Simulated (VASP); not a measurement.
## GaN in VASP 6.6.1, single-point calculation

INCAR

```
LASPH = .TRUE.
NBANDS = 16
NELM = 120
LCHARG = .FALSE.
ISIF = 2
PREC = Single
IBRION = -1
SIGMA = 0.02
GGA = PE
ENCUT = 520
NSW = 0
ISMEAR = -1
LWAVE = .FALSE.
EDIFF = 1E-7
LREAL = .FALSE.
```

KPOINTS

```
KPOINTS created by Atomic Simulation Environment
0
Gamma
10 10 10
0 0 0
```

POSCAR

```
Ga N
 1.0000000000000000
     0.0840594742000000    2.1925747120999999    2.1925747120999999
     2.1925747120999999    0.0840594742000000    2.1925747120999999
     2.1925747120999999    2.1925747120999999    0.0840594742000000
 Ga  N
   1   1
Cartesian
  0.0000000000000000  0.0000000000000000  0.0000000000000000
  2.2346044491999995  2.2346044491999995  2.2346044491999995
```

The recommended PBE PAW datasets give the neutral cell 18 valence electrons.

Command

```
mpirun -np 1 vasp_std
```

OSZICAR

```
N       E                     dE             d eps       ncg     rms          rms(c)
DAV:   1     0.726758066147E+02    0.72676E+02   -0.91895E+03  4312   0.210E+03
DAV:   2    -0.853757858968E+01   -0.81213E+02   -0.76331E+02  4376   0.316E+02
DAV:   3    -0.128831228666E+02   -0.43455E+01   -0.43313E+01  4296   0.624E+01
DAV:   4    -0.129229101978E+02   -0.39787E-01   -0.39783E-01  4560   0.631E+00
DAV:   5    -0.129234070341E+02   -0.49684E-03   -0.49683E-03  4456   0.639E-01    0.721E+00
DAV:   6    -0.111716506062E+02    0.17518E+01   -0.45034E+00  5344   0.383E+01    0.241E+00
DAV:   7    -0.111608552179E+02    0.10795E-01   -0.21803E-01  4416   0.542E+00    0.156E+00
DAV:   8    -0.111472851433E+02    0.13570E-01   -0.41090E-02  4224   0.210E+00    0.593E-01
DAV:   9    -0.111451828117E+02    0.21023E-02   -0.68940E-03  4568   0.165E+00    0.141E-01
DAV:  10    -0.111452577075E+02   -0.74896E-04   -0.80194E-04  4376   0.372E-01    0.681E-02
DAV:  11    -0.111452229762E+02    0.34731E-04   -0.10466E-04  5232   0.161E-01    0.593E-03
DAV:  12    -0.111452244252E+02   -0.14490E-05   -0.82957E-06  4632   0.440E-02    0.449E-03
DAV:  13    -0.111452243407E+02    0.84464E-07   -0.64504E-07  4472   0.966E-03
   1 F= -.11145224E+02 E0= -.11145112E+02  d E =-.224466E-03
```

From OUTCAR

```
k-points           NKPTS =    116   k-points in BZ     NKDIM =    116   number of bands    NBANDS=     16

   NELECT =      18.0000    total number of electrons

   dimension x,y,z NGX =    24 NGY =   24 NGZ =   24
   dimension x,y,z NGXF=    24 NGYF=   24 NGZF=   24

  energy-cutoff  :      520.00
  volume of cell :       19.87
      direct lattice vectors                 reciprocal lattice vectors
     0.084059474  2.192574712  2.192574712    -0.241593839  0.232673543  0.232673543
     2.192574712  0.084059474  2.192574712     0.232673543 -0.241593839  0.232673543
     2.192574712  2.192574712  0.084059474     0.232673543  0.232673543 -0.241593839

 k-points in reciprocal lattice and weights: KPOINTS created by Atomic Simulation Env
   0.00000000  0.00000000  0.00000000       0.001
   0.10000000  0.00000000  0.00000000       0.006
   0.20000000  0.00000000  0.00000000       0.006
   0.30000000 -0.00000000 -0.00000000       0.006
   0.40000000 -0.00000000 -0.00000000       0.006
   0.50000000 -0.00000000 -0.00000000       0.003
   0.10000000  0.10000000  0.00000000       0.006
   0.20000000  0.10000000  0.00000000       0.012
   ...

 E-fermi :   7.4963

 k-point     1 :       0.0000    0.0000    0.0000
  band No.  band energies     occupation
      1      -9.5233      2.00000
      2      -6.7659      2.00000
      3      -6.7659      2.00000
      4      -6.7655      2.00000
      5      -6.6570      2.00000
      6      -6.6570      2.00000
      7       6.3177      2.00000
      8       7.0751      2.00000
      9       7.0751      2.00000
     10       8.8444      0.00000
     11      20.7240      0.00000
     12      21.8304      0.00000
     13      22.2866      0.00000
     14      22.2866      0.00000
     15      22.5102      0.00000
     16      22.5102      0.00000

 k-point     2 :       0.1000    0.0000    0.0000
  band No.  band energies     occupation
      1      -9.3340      2.00000
      2      -6.7762      2.00000
      3      -6.7547      2.00000
      4      -6.7465      2.00000
      5      -6.6742      2.00000
      6      -6.6687      2.00000
      7       5.6738      2.00000
      8       6.4862      2.00000
      9       7.0752      2.00000
     10       9.8938      0.00000
     11      19.3601      0.00000
     12      20.4562      0.00000
     13      20.8874      0.00000
     14      21.8997      0.00000
     15      22.5681      0.00000
     16      23.3469      0.00000

 k-point     3 :       0.2000    0.0000    0.0000
  band No.  band energies     occupation
      1      -8.7875      2.00000
      2      -6.8086      2.00000
      3      -6.7542      2.00000
      4      -6.7242      2.00000
      5      -6.6903      2.00000
      6      -6.6641      2.00000
      7       3.7530      2.00000
      8       6.5341      2.00000
      9       7.0851      2.00000
     10      11.1316      0.00000
     11      17.2481      0.00000
     12      18.7538      0.00000
     13      19.0546      0.00000
     14      22.0428      0.00000
     15      23.1151      0.00000
     16      24.6252      0.00000

 ...

  Total       -0.4166188     -0.4166188     -0.4166188     -0.9987033     -0.9987033     -0.9987033
  in kB      -33.5942790    -33.5942790    -33.5942790    -80.5309652    -80.5309652    -80.5309652
  external PRESSURE =     -33.5942790 kB  Pullay stress =       0.0000000 kB

 POSITION                                       TOTAL-FORCE (eV/Angst)
 -----------------------------------------------------------------------------------
      0.00000      0.00000      0.00000         0.000000     -0.000000      0.000000
      2.23460      2.23460      2.23460        -0.000000      0.000000     -0.000000
 -----------------------------------------------------------------------------------
    total drift:                                0.000000     -0.000000      0.000000

  FREE ENERGIE OF THE ION-ELECTRON SYSTEM (eV)
  ---------------------------------------------------
  free  energy   TOTEN  =       -11.1452243407 eV

  energy  without entropy=      -11.1449998745  energy(sigma->0) =      -11.14511211
```

It converged. Results: gap between bands v and c on the k mesh 0.07 eV; least direct gap on the k mesh 1.77 eV; pressure -3.4 GPa. Band v is the last that the valence electrons fill when counted band by band, and c is the next.

For comparison, a separate PBE run of the intended cell, on usual settings and not on those above, gives a gap of 0.07 eV on its mesh and a pressure of -3.4 GPa.

The run above took about 33 s on one core of a shared host (Intel Xeon Platinum 8488C) and held 0.14 GiB at most.
